Question: Does a higher rung of functional open the gap of ZnO?

I work on oxide films and have a set of band calculations for wurtzite ZnO. The atoms sit in the same places in every run, and only the functional and some technical settings change. I expected the gap to grow from LDA through the GGAs to the meta-GGAs, but I can't see that order in the results I have. Four gaps are still missing. Can they be estimated from the others, and how far should I trust such an estimate?

Wurtzite ZnO (4-atom cell, same geometry in every row), computed with GPAW 26.7.0 using PAW DFT without spin polarisation or spin-orbit coupling. The self-consistent runs use a 6 × 6 × 3 k mesh and Fermi-Dirac smearing of 0.05 eV; the band paths have 60 to 100 k points. The basis is plane waves, except for PBE, which uses dzp atomic orbitals.

```
functional                                           potentials  wave cutoff  gap on path (eV)  direct gap on path (eV)
       LDA  PAW-data-sets-made-by gpaw-setup-for-the-functional       800 eV             0.729                    0.729
       PBE                 GPAW-PAW-data-sets-(gpaw-data-1.2.1)          n/a             0.778                    0.778
  BEEF-vdW                 GPAW-PAW-data-sets-(gpaw-data-1.2.1)       800 eV             1.070                    1.070
     M06-L                 GPAW-PAW-data-sets-(gpaw-data-1.2.1)       800 eV             0.712                    0.712
       MS2                 GPAW-PAW-data-sets-(gpaw-data-1.2.1)       800 eV             0.734                    0.734
    PBEint  PAW-data-sets-made-by gpaw-setup-for-the-functional       800 eV             0.723                    0.723
     SOGGA  PAW-data-sets-made-by gpaw-setup-for-the-functional       800 eV             0.685                    0.685
        WC  PAW-data-sets-made-by gpaw-setup-for-the-functional       800 eV             0.680                    0.680
     mBEEF                 GPAW-PAW-data-sets-(gpaw-data-1.2.1)       800 eV                 ?                        ?
optB88-vdW                 GPAW-PAW-data-sets-(gpaw-data-1.2.1)       800 eV                 ?                        ?
    r4SCAN                 GPAW-PAW-data-sets-(gpaw-data-1.2.1)       800 eV                 ?                        ?
   vdW-DF2                 GPAW-PAW-data-sets-(gpaw-data-1.2.1)       800 eV                 ?                        ?
```

Answer:

Start with what the known gaps say about the rungs. "Gap on path" is the smallest energy between filled and empty bands along the lines followed through the Brillouin zone. "Direct gap on path" is the smallest such energy at a single k point. The two agree in each known row, as they should for ZnO, whose gap is known to lie at the zone centre.

LDA, the GGAs without nonlocal correlation and the two known meta-GGAs lie within 0.10 eV of each other, around 0.72 eV. The two meta-GGAs, M06-L and MS2, show no clear gain over LDA. So the rung alone doesn't order these results. Only BEEF-vdW stands apart, 0.35 eV above that average.

Some of the small differences deserve no explanation. PBE was run in a modest basis of atomic orbitals, the others in plane waves. The forces in its run also add up to about 0.12 eV/Å instead of zero, which points to some error from the real-space grid. Its small lead over PBEint, SOGGA and WC may come from the basis or the grid, though neither effect on the gap was tested. The k mesh is coarse and untested, so I read nothing into differences of about 0.01 eV. The cell was also not relaxed for each functional. That removes differences in lattice size from the comparison, but gaps in relaxed cells would differ from these.

Why are the gaps so small?

The measured gap is roughly 3.4 eV. Spin-orbit coupling and lattice vibrations are left out here, but they can't explain the shortfall. In ZnO the first is tiny, and vibrations narrow the real gap, by a few tenths of an eV at most. The main reasons lie in the functionals and are well known. The bottom of the conduction band is mostly Zn 4s, and the top of the valence band is mostly O 2p with some Zn 3d mixed in. Approximate functionals of this kind place the filled 3d levels too high, because each 3d electron partly repels itself. The 3d levels then lie too close below O 2p and push the valence top upwards.

The second reason concerns the potential. In LDA and GGA every electron moves in the same local potential. The gap between its band energies lacks the jump that the exact potential makes when an electron is added. This would leave the gap too small even if the density were good.

What could make one functional differ from another?

A GGA corrects exchange where the density varies quickly. The usual measure of that variation is the reduced gradient s:

s = |∇n| / (2 k_F n), with k_F = (3π² n)^(1/3)

Here n is the electron density. A functional whose exchange grows steeply with s treats compact 3d and 2p states differently from the more spread-out 4s state. It can therefore shift the band edges against each other, though this argument doesn't give the size of the shift.

A meta-GGA also uses the kinetic energy density, which is built from the slopes of the orbitals. Its potential then contains a term that acts on those slopes, so two states at the same place no longer feel the same potential. Such a functional can recover part of the missing jump. How much depends on the strength and the sign of its response to the kinetic energy density, and in these runs M06-L and MS2 gain nothing clear over LDA, although the data sets differ between those rows.

A particle in a one-dimensional box shows how such a term works. Make the particle lighter and each level rises in proportion to its kinetic energy, so the spacing between the two lowest levels grows although the walls haven't moved. The slope term of a meta-GGA acts rather like a change of mass that varies from place to place. The likeness ends there: in a crystal the ordinary potential changes too, so the box can't predict the sign or size of the shift in ZnO.

A simple estimate for the missing gaps

For the two missing functionals with nonlocal correlation, optB88-vdW and vdW-DF2, I use the steepness of exchange. Let x be the relative increase of exchange at s = 1 over that of a uniform electron gas. Rough recalled values are 0.12 for PBEint, 0.11 for SOGGA and 0.14 for WC, with a mean of 0.123, and 0.23 for BEEF-vdW. A straight line through the mean of the three GGAs (gap 0.696 eV) and through BEEF-vdW has the slope

(1.070 − 0.696) eV / (0.23 − 0.123) = 3.5 eV per unit of x

For optB88-vdW, which had no part in the line, x is about 0.15. The estimate is

gap = 0.696 eV + 3.5 eV × (0.15 − 0.123) = 0.79 eV

This line is weak evidence. Its upper end is a single functional, the three GGAs at its lower end don't follow it (WC is the steepest and has the smallest gap), and for LDA, where x is zero, it gives 0.26 eV instead of 0.729 eV. I use it only to interpolate between functionals that have gradient exchange. The ranges below are judgements, not statistical errors.

optB88-vdW: 0.79 ± 0.15 eV. Its exchange is only moderately steep, so the line puts it near the ordinary GGAs.

vdW-DF2: 1.03 ± 0.20 eV. With x about 0.22, its exchange is nearly as steep as that of BEEF-vdW, and the line puts it close by.

r4SCAN: 1.02 ± 0.25 eV. This is the mean of M06-L and MS2 plus 0.3 eV, because functionals of the SCAN family are known to open oxide gaps by a few tenths of an eV.

mBEEF: 0.90 ± 0.25 eV. This is halfway between the two known meta-GGAs and BEEF-vdW, with which mBEEF shares its style of construction. It is the least well founded of the four.

The computed gaps

The withheld rows as computed:

```
functional                            potentials  wave cutoff  gap on path (eV)  direct gap on path (eV)
     mBEEF  GPAW-PAW-data-sets-(gpaw-data-1.2.1)       800 eV             1.445                    1.445
optB88-vdW  GPAW-PAW-data-sets-(gpaw-data-1.2.1)       800 eV             0.958                    0.958
    r4SCAN  GPAW-PAW-data-sets-(gpaw-data-1.2.1)       800 eV             1.242                    1.242
   vdW-DF2  GPAW-PAW-data-sets-(gpaw-data-1.2.1)       800 eV             1.013                    1.013
```

Two of the four fall inside their ranges. vdW-DF2 is hit within about 0.02 eV, and r4SCAN is 0.22 eV higher than forecast. optB88-vdW lies 0.17 eV above its forecast, just outside the range. mBEEF is missed by 0.55 eV, more than twice the error I allowed.

What the hit and the near miss teach

The good result for vdW-DF2 doesn't rescue the line. The line put vdW-DF2 0.25 eV above optB88-vdW, but the computed difference is only 0.055 eV. The forecast worked because vdW-DF2 sits next to BEEF-vdW, and a neighbour's value would have served about as well.

A comparison with WC shows more clearly what went wrong. WC and optB88-vdW have nearly the same steepness at s = 1, yet their gaps are 0.680 and 0.958 eV. Steepness by this measure therefore can't explain most of the difference. What the table does show is a group: the three functionals with nonlocal correlation lie between 0.96 and 1.07 eV, above LDA and every ordinary GGA listed. The rows are a selection, without runs that failed or met a known fault of the program, so further functionals might blur this grouping.

One possible cause is the correlation part. In an ordinary GGA the gradient corrections to exchange and to correlation tend to work against each other, which fits PBEint, SOGGA and WC lying at or a little below LDA. The functionals with nonlocal correlation replace some or all of the usual gradient correction to correlation by a different term. If that term cancels less of the exchange correction, the gap can rise even when exchange is only moderately steep. This is a plausible guess, since no calculation here changes the correlation alone.

There is a second candidate, and it is technical. The "potentials" column names the data sets that describe the atomic cores and the region close to the nuclei. LDA, PBEint, SOGGA and WC use sets made for the functional itself, whereas the three functionals with nonlocal correlation use sets from a standard package, which weren't made for them. Such a mismatch could shift the Zn 3d levels and with them the valence top. M06-L and MS2 also use sets from that package and have no raised gap, so the mismatch alone doesn't force a rise, but its effect may differ between functionals. The optB88-vdW run also used GPAW's legacy code, unlike the other rows, and the effect of that wasn't tested. Repeating WC with the standard sets would be a cheap first test: a clear rise in its gap would point to the data sets.

What the large miss teaches

The meta-GGAs give the clearest answer to your question. They run from 0.712 eV for M06-L to 1.445 eV for mBEEF, so one rung contains both a gap no larger than that of LDA and the largest gap in the table. All four use the same standard data sets and the same plane-wave cutoff, so a change in those settings isn't what separates them. Each functional may still suffer differently from data sets that weren't made for it.

My error with mBEEF was to treat BEEF-vdW as an upper neighbour. The shared style of construction was a poor guide, because mBEEF contains the kinetic energy density and BEEF-vdW doesn't. That dependence is the natural candidate for its lead over BEEF-vdW, but it doesn't by itself explain the spread among the meta-GGAs. From their forms, the exchange of M06-L and MS2 is expected to respond with the same sign as that of mBEEF, and that of M06-L no more weakly, yet their gaps stay near LDA. The four also differ in steepness in s and in correlation. The outputs don't isolate these parts, so the cause of the spread stays open. For r4SCAN the expected direction was right, but the increase over the mean of M06-L and MS2 was 0.52 eV instead of the assumed 0.3 eV. The forces in the r4SCAN run add up to about 0.24 eV/Å instead of zero. That is a sign of numerical noise from the grid, and its effect on the gap wasn't tested.

For another oxide with an empty metal s band and filled d levels below O 2p, the rung would thus be a poor basis for a guess. The things to look at are how the functional uses the kinetic energy density, how steep its exchange is, what it uses for correlation and which data sets were used. None of these was isolated here and the list comes from one material, so it gives no ranking and needs a test elsewhere.

For your films, even the largest gap here is less than half the measured one. None of these functionals should be used to set an absorption edge or a barrier height, and mBEEF's lead doesn't show that it describes the Zn 3d levels better. For those purposes a method that corrects the gap itself is needed, such as a hybrid functional or GW, checked against measurement.
